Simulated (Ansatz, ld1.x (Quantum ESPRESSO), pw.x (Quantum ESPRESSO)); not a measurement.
# Equation-of-state test of one RRKJ potential (Os)

```
Element                 : Os
Generator               : ld1.x (Quantum ESPRESSO) 7.5
Type                    : norm-conserving RRKJ (Kleinman–Bylander form)
Functional              : PBE
Relativity              : scalar-relativistic
Frozen core             : [Xe] 4f14
Valence charge          : 8
Reference configuration : 5d6 6s2 6p0
Partial waves           : 6s (bound): rc 2.45 bohr; 6p (bound, empty): rc 3.70 bohr; 5d (bound): rc 1.40 bohr; 5f channel at 0.2 Ry: rc 2.95 bohr
Local potential         : all-electron potential smoothed inside 4.30 bohr (lloc = -1)
Core correction         : Bessel-smoothed model core, default radius (core density twice the valence density)
rho0                    : 0.001
```

Atomic tests: cutoffs needed: 80 Ry and 100 Ry (the cutoffs (Ry, on a coarse ladder) from which the occupation-weighted sum of valence levels, in a spherical-Bessel basis at the reference potential, stays within 10 and 1 mRy of its value at 400 Ry); ghost test: no extra level below or beside the all-electron valence levels (s, p, d, f tested) (spherical-Bessel basis up to 400 Ry, 20 bohr box); configuration tests: 1 of 7 tests not solved or not reliable.

Crystal test: sc Os in pw.x 7.5, no spin, 13³ k-points, Fermi–Dirac smearing 0.01 Ry, cutoffs 120/480 Ry. The reference is all-electron LAPW (Ansatz 0.2.0) with the same functional, mesh and smearing; V0 and B0 come from Birch–Murnaghan fits to the pressures at five volumes. Errors are pseudo minus all-electron; Δ is the rms difference of the E(V) curves that follow from these fits, minima aligned, over ±6 % about the mean V0. Mesh and smearing are coarse, so the numbers serve the comparison and aren't converged zero-temperature values; the lattice is a test structure that the element need not adopt.

All-electron: a0 = 2.558 Å (V0 = 16.75 Å³/atom), B0 = 267.5 GPa.

Question: How far does the potential miss the all-electron equation of state?

Answer: converged, but broken (pressure over 100 GPa off). The pressure does not cross zero within the volumes sampled, so no fit is given. The largest radius (4.30 bohr) exceeds half the bond length (2.42 bohr), so the spheres overlap, which is one possible source of error among others. Atomic configuration tests: 1 of 7 tests not solved or not reliable. A pressure error of this size marks a broken potential; the numbers have no physical meaning.

```csv
V (Å³/atom),P all-electron (GPa),P pseudo (GPa)
15.904,15.62,179.98
16.322,7.31,155.68
16.741,0.11,134.31
17.160,-6.14,115.49
17.578,-11.55,98.89
```

Question: At the middle volume, how do free energy and pressure move when the wave cutoff is lowered (ecutrho kept at four times it)?

Answer:

| cutoff (Ry) | shift of F (meV/atom) | shift of P (GPa) |
| --- | --- | --- |
| 54 | +863.7 | -18.59 |
| 72 | +155.6 | -8.53 |
| 96 | +3.6 | +0.07 |

The run at the middle volume (84 k-points, 6 iterations) took about 18 s on one core of a shared host (Neoverse-V2, 96 threads, 742 GiB, load 41).
